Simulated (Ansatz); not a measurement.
# Zr in Ansatz: settings compared, part 2 of 2

Ansatz 0.2.0.

## Step 5: Relaxation of the atoms, PBE+D4 (the (1 1 1) slab of Zr, cut from the database cell, not relaxed)

The input, input.yaml:

```yaml
crystal:
  lattice:
    - [3.1890515832, 0.0, 0.0]
    - [-1.5945257916, 2.761799685, 0.0]
    - [0.0, 0.0, 25.4153988562]
  atoms:
    - { symbol: Zr, position: [0.6666666667, 0.3333333333, 0.295096687] }
    - { symbol: Zr, position: [0.3333333333, 0.6666666667, 0.3975483435] }
    - { symbol: Zr, position: [0.0, 0.0, 0.5] }
    - { symbol: Zr, position: [0.6666666667, 0.3333333333, 0.6024516565] }
    - { symbol: Zr, position: [0.3333333333, 0.6666666667, 0.704903313] }
hamiltonian:
  xc: pbe
  pseudopotentials: { kind: paw }
  dispersion: d4
kpoints:
  mp_grid: { grid: [10, 10, 1] }
scf:
  occupations: { method: fermi_dirac, width: 0.05 }
output:
  forces: true
  eigenvalues: true
  write_density: true
  write_potential: true
  elf: true
  volumetric_format: npy
relax:
  f_tol: 0.02
  max_steps: 40
  constraints: [{ sites: [0, 1] }]
efield:
  axis: 3
  dipole_correction: true
  ramp_width: 0.04
```

Potentials or basis: Ansatz PAW.

Started as:

```console
$ ansatz run input.yaml --threads 4 --pin off --max-ram 11264MiB --backend cpu --events-out ev --progress --plain --runs-dir out
```

Standard output:

```text
Warning: RAYON_NUM_THREADS=4 ignored (pool sized by the plan → 4); use --threads N
Engine: ansatz 0.2.0, aarch64-unknown-linux-gnu
Pseudopotentials: kind: paw
Pseudopotential: Zr, paw, valence charge 12, recommended cutoff 420 eV (normal), Zr.paw.azcp
Functional definition: PBE
  parameter kappa = 0.804
  parameter beta = 0.06672455060314922
  exchange = pbe_x(kappa = kappa, mu = beta*pi^2/3)
  correlation = pbe_c(beta = beta)
Crystal: 5 atoms, lattice volume = 223.847 Å³
Basis set: ecut = 420 eV, 4429 PW (Γ), exchange–correlation on 48×48×360 points (8 copies of the dense FFT grid, shifted against one another)
Bands: 36, of which v1, the nominal top of the filled ones, is band 30 counted from 1 (29 counted from 0)
Symmetry: 6 space group operations
k-points: 14 of 100 (time reversal used)
Non-local potential: Zr, projectors of the file, l = 0: 3, l = 1: 2, l = 2: 2, l = 3: 2
PAW form: soft (Blöchl's): semilocal exchange-correlation on the pseudo side does not see the compensation charge
PAW one-centre angular grid: Zr, 590 points (default); XC on 64 Gauss nodes
Initial density: superposition of atomic densities (neutral atoms: chi_scale 0, normalization atom), corrected by the library's trained network
Initial wavefunctions: pseudopotential atomic-orbital guess
Functional: x = pbe(κ = 0.804, μ = 0.2195149727645171), c = pbe(β = 0.06672455060314922)
SCF iter   1: F=—  HF=-20918.175742 eV  |F-HF|=—  |Δ(HF+E_count)|=         —  Δρ=5.69e-3  dr2=2.14e0  ethr=1.77e-3  p=-0.000 e·Å  D=-2.59e-14 V/Å  ΔV_dip=0.00 eV  dr2_dipole=4.16e-7  V_vac-E_F(+/−)=4.21/4.21 eV  ⟨swp⟩=7.8  Hψ=2217  notcnv=0
efield: sawtooth ramp at fractional position 0.9800 (placed from the atoms, in the widest stretch of the axis that holds none; the zero of the levels goes with the place), width 0.0400; the density the first Hamiltonian is built on has a dipole p = -0.000 e·Å; the dipole correction subtracts the counter field D = -2.59e-14 V/Å, which shifts the + side's vacuum level by +0.00 eV against the − side's; the planar-averaged density in the ramp window peaks in size at 6.3e-5 e/Å³
preconditioner: auto → LDOS  [metal: Δε(μ)=0.060 eV  Ē_g=2.293 eV  σ=0.050 eV  W_gap=0.27  n_scr=16 (ndim 8)  ℏωp=11.1 eV  f_vac=0.419  D(μ)=8.16/eV (n_scr^D=74)  β→1.0]
SCF iter   2: F=—  HF=-20918.150566 eV  |F-HF|=—  |Δ(HF+E_count)|=   2.52e-2  Δρ=1.64e-3  dr2=7.94e-2  ethr=1.77e-3  p=-0.000 e·Å  D=-1.18e-5 V/Å  ΔV_dip=0.00 eV  dr2_dipole=1.75e-7  V_vac-E_F(+/−)=4.15/4.15 eV  ⟨swp⟩=1.1  Hψ=618  notcnv=0
[... 58 lines left out ...]
  E_local      = -42091.068820  (includes V_loc(G=0)·N_el)
  E_nonlocal   = 404.609740
  E_hartree    = 20188.909255
  E_xc         = -805.325717
  E_vxc        = -950.695012  (∫ρ·V_xc dr)
  E_paw        = -14771.058392  (= ΣΔE_a)
  E_vpaw       = -403.346532  (= ΣTr[D̂ρ^β])
  E_aug_tail   = 0.000125  (compensation charges beyond the density's cutoff)
  E_efield     = 0.000003  (sawtooth field / dipole correction)
  E_vefield    = 0.002989  (∫n·V_field dr)
  E_ewald      = 14494.878090
  E_disp       = -0.855442  (pairwise vdW)
  E_smearing   = -0.066344  (= −TS)
  E_closure    = -0.000000  (closes the sum)
  Σ components = -20918.178750   (vs F -20918.178750, Δ=0.00e0)
--- Forces (eV/Å), atoms counted from 1 ---
  atom   1  Zr     0.00000000     0.00000000     0.41457322
  atom   2  Zr    -0.00000000     0.00000000    -0.41409331
  atom   3  Zr     0.00000000     0.00000000     0.00045391
  atom   4  Zr    -0.00000000    -0.00000000     0.00295881
  atom   5  Zr     0.00000000    -0.00000000    -0.00394582
  max |Σ_I F_I| component: 5.32e-5 eV/Å
--- Band table (eV; the first three rows and the last of 14) ---
  k-point 0: bands = ["-43.6298", "-43.5989", "-43.3193", "-43.2618", "-43.2022", "-21.9325", "-21.8540", "-21.5425", "-21.2445", "-21.2445", "-21.2187", "-21.2187", "-21.2077", "-20.9510", "-20.9510", "-20.9399", "-20.9008", "-20.9008", "-20.8493", "-20.8493", "-0.0277", "0.5792", "1.3775", "2.0046", "2.2842", "5.1459", "5.2266", "5.6672", "5.8458", "6.1036", "6.1036", "6.1343", "6.2519", "6.2519", "6.3280", "6.3280"]
  k-point 1: bands = ["-43.6202", "-43.5888", "-43.3083", "-43.2527", "-43.1951", "-21.9080", "-21.8367", "-21.5412", "-21.3302", "-21.3051", "-21.2623", "-21.2373", "-21.1998", "-21.0234", "-20.9845", "-20.9717", "-20.9256", "-20.9176", "-20.9141", "-20.8621", "0.2557", "0.8539", "1.6497", "2.2850", "2.5658", "5.0131", "5.1437", "5.4505", "5.5551", "5.6606", "5.9381", "6.1047", "6.1799", "6.2737", "6.3451", "6.4476"]
  k-point 2: bands = ["-43.5949", "-43.5623", "-43.2791", "-43.2285", "-43.1771", "-21.8477", "-21.7939", "-21.5731", "-21.5266", "-21.4718", "-21.3086", "-21.2857", "-21.2821", "-21.1868", "-21.1331", "-21.0442", "-21.0242", "-20.9609", "-20.9467", "-20.8968", "1.0121", "1.5595", "2.3043", "2.9316", "3.2514", "4.4557", "4.7020", "4.9000", "5.1028", "5.1993", "5.4471", "5.6511", "5.8772", "6.2080", "6.4891", "6.7090"]
  k-point 13: bands = ["-43.5171", "-43.4808", "-43.1858", "-43.1446", "-43.1344", "-21.8646", "-21.8629", "-21.7372", "-21.7281", "-21.7051", "-21.6865", "-21.5628", "-21.5289", "-21.4327", "-21.4150", "-21.3193", "-21.2614", "-21.1455", "-21.1127", "-21.0653", "3.5338", "3.5949", "3.7123", "3.8998", "4.1065", "4.1878", "4.2854", "4.4819", "4.6544", "5.0909", "5.2979", "5.3576", "5.4836", "5.5280", "5.7725", "5.7970"]
--- Relaxed structure (4 steps of the walk, 4 accepted, 0 SCFs on fresh bases) ---
  F+E_penalty+E_count = -20918.17874986 eV   max|allowed force component| = 3.946e-3 eV/Å
  atoms:
    - { symbol: Zr, position: [0.6666666666666666, 0.3333333333333333, 0.295096687] }
    - { symbol: Zr, position: [0.3333333333333333, 0.6666666666666666, 0.3975483435] }
    - { symbol: Zr, position: [-9.222093107041422e-20, -8.368151918490983e-34, 0.4998436581861744] }
    - { symbol: Zr, position: [0.6666666666666666, 0.3333333333333333, 0.602812263651463] }
    - { symbol: Zr, position: [0.3333333333333333, 0.6666666666666666, 0.7000575855081898] }
```

rho_z.tsv:

```text
# z_ang	rho[e/angstrom^3]
# format = ansatz-planar-average/11
# lattice	3.189051583	0.000000000	0.000000000
# lattice	-1.594525792	2.761799685	0.000000000
# lattice	0.000000000	0.000000000	25.415398856
# sites	5
# site	40	1.594525792	0.920599895	7.500000001
# site	40	0.000000000	1.841199790	10.103849715
# site	40	-0.000000000	-0.000000000	12.703725939
# site	40	1.594525792	0.920599895	15.320714116
# site	40	-0.000000000	1.841199790	17.792242758
0.000000	7.853793e-8
0.141197	3.357450e-7
0.282393	5.220770e-8
0.423590	5.052651e-7
0.564787	1.271131e-7
0.705983	8.120899e-7
[... 172 lines left out ...]
25.133006	2.064192e-7
25.274202	1.984500e-7
```

It took 15 s on 4 threads of Arm Neoverse V1, shared host; peak memory 0.57 GiB.

What came out:

| Item | Value |
| --- | --- |
| Free energy | -20918.1787 eV |
| Energy gained by relaxing | 6.0 meV/atom |
| Ionic steps | 4 |
| Largest force after relaxing | 0.415 eV/Å |
| Band gap on the k mesh | none (metal or under the smearing width) |
| Work function of the upper face | 4.23 eV |
| Work function of the lower face | 4.28 eV |
| Dipole across the slab | 0.003 e·Å |

Forces on the atoms (eV/Å):
```
Zr   0.000  0.000  0.415
Zr   0.000  0.000 -0.414
Zr   0.000  0.000  0.000
Zr   0.000  0.000  0.003
Zr   0.000  0.000 -0.004
```

Step by step:
```csv
step,energy change (eV),largest force (eV/Å)
1,0.0000,0.4197
2,-0.0135,0.4210
3,-0.0297,0.4156
4,-0.0298,0.4146
```

Final structure:
```xyz
5
Lattice="3.1891 0.0000 0.0000 -1.5945 2.7618 0.0000 0.0000 0.0000 25.4154" Properties=species:S:1:pos:R:3 pbc="T T T"
Zr    1.5945    0.9206    7.5000
Zr    0.0000    1.8412   10.1038
Zr    0.0000    0.0000   12.7037
Zr    1.5945    0.9206   15.3207
Zr    0.0000    1.8412   17.7922
```

Levels at points of the mesh, in eV from the Fermi level:
| k point | band 27 | band 28 | band 29 | band 30 | band 31 | band 32 | band 33 | band 34 |
| --- | --- | --- | --- | --- | --- | --- | --- | --- |
| (0.00, 0.00, 0.00) | -0.09 | 0.35 | 0.53 | 0.78 | 0.78 | 0.82 | 0.93 | 0.93 |
| (0.00, -0.50, 0.00) | -1.70 | -1.05 | -0.27 | 0.47 | 0.63 | 0.80 | 0.92 | 1.27 |

## Step 6: The runs side by side

| level | gap on the mesh (eV) | largest force (eV/Å) | work function (eV) |
| --- | --- | --- | --- |
| PBE | none | 0.37 | 4.22 |
| PBE+D3(BJ) | none | 0.48 | 4.24 |
| PBE+D3(BJ)-ATM | none | 0.47 | 4.24 |
| PBE+D4 | none | 0.41 | 4.23 |

Alike in all rows: task relaxation of the atoms; potentials or basis Ansatz PAW; no spin polarisation; cell atoms relaxed from: the (1 1 1) slab of Zr, cut from the database cell, not relaxed; k mesh 10 × 10 × 1; cutoff (eV) 420; smearing fermi-dirac 0.05 eV.

Total energies depend on the potentials used, so only differences within one code and one set of settings carry meaning.
